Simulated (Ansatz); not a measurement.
MnSb: competing structures

Theory: Ansatz, DFT PBE, scalar-relativistic, plane waves, PAW. Settings: cutoff 420 eV, Γ-centred meshes spaced at most about 0.3 Å⁻¹, and about 0.25 Å⁻¹ or finer for metals (2π included), Gaussian smearing. Spin is collinear.

The zero of energy is the elements' standard structures at the same level; no fitted shifts are applied.

Temperature and zero-point effects are left out. Only the structures computed here compete, so a lower one can exist. Spin–orbit coupling, which can matter for Sb, is left out. The magnetic state reached may not be the lowest.

Invented guesses and database cells were relaxed alike, and ends that match in structure, energy and magnetic state were merged. ΔE counts from the first row. Coordination counts Sb atoms around Mn (those within 1.25 times the shortest such distance or 1.15 times the sum of covalent radii). The ends were matched against large subsets of the Crystallography Open Database and the Materials Project, so a missing match doesn't prove that a structure is unreported.

```json
{"#": "1", "reached from": "a cell as deposited in COD", "type and space group": "nickel arsenide, P6_3/mmc (No. 194)", "atoms": "4", "Å³/atom": "20.3", "coordination": "Mn 6", "ΔE (meV/atom)": "0", "gap on mesh (eV)": "0.00", "moments": "parallel, 3.2 μB", "in databases": "COD"}
{"#": "2", "reached from": "a Materials Project cell", "type and space group": "rock salt, Fm-3m (No. 225)", "atoms": "2", "Å³/atom": "21.7", "coordination": "Mn 6", "ΔE (meV/atom)": "166", "gap on mesh (eV)": "0.00", "moments": "parallel, 3.8 μB", "in databases": "Materials Project"}
{"#": "3", "reached from": "a known structure type", "type and space group": "caesium chloride, Pm-3m (No. 221)", "atoms": "2", "Å³/atom": "19.0", "coordination": "Mn 8", "ΔE (meV/atom)": "334", "gap on mesh (eV)": "0.00", "moments": "parallel, 3.3 μB, with smaller opposite ones on Sb", "in databases": "-"}
{"#": "4", "reached from": "random cell", "type and space group": "P4/mmm (No. 123)", "atoms": "2", "Å³/atom": "23.3", "coordination": "Mn 4", "ΔE (meV/atom)": "453", "gap on mesh (eV)": "0.00", "moments": "parallel, 3.7 μB", "in databases": "no match"}
```

The lowest: Space group P6_3/mmc (No. 194), hexagonal, a = 4.096 Å, c = 5.595 Å. Mn is surrounded by 6 Sb at 2.75 Å and 2 Mn at 2.80 Å; Sb is surrounded by 6 Mn at 2.75 Å. Its energy over the elements is 0.00 eV/atom. It is a structure that the Crystallography Open Database (COD) lists.

```cif
data_structure
_symmetry_space_group_name_H-M 'P 1'
_symmetry_Int_Tables_number 1
_cell_length_a 4.0957
_cell_length_b 4.0957
_cell_length_c 5.5945
_cell_angle_alpha 90.000
_cell_angle_beta 90.000
_cell_angle_gamma 120.000
_cell_volume 81.27
loop_
_atom_site_label
_atom_site_type_symbol
_atom_site_fract_x
_atom_site_fract_y
_atom_site_fract_z
_atom_site_occupancy
Mn1 Mn 0.00000 0.00000 0.00000 1
Mn2 Mn 0.00000 0.00000 0.50000 1
Sb1 Sb 0.66667 0.33333 0.75000 1
Sb2 Sb 0.33333 0.66667 0.25000 1
```

The second: Space group Fm-3m (No. 225), cubic, a = 5.579 Å. Mn is surrounded by 6 Sb at 2.79 Å; Sb has 6 Mn at 2.79 Å. Counting Sb atoms around Mn, the first and the second both have Mn 6. Cells relaxed within their symmetry can be saddle points. Some structure types and database cells were kept out of the candidates from the start, so a known form may be missing.
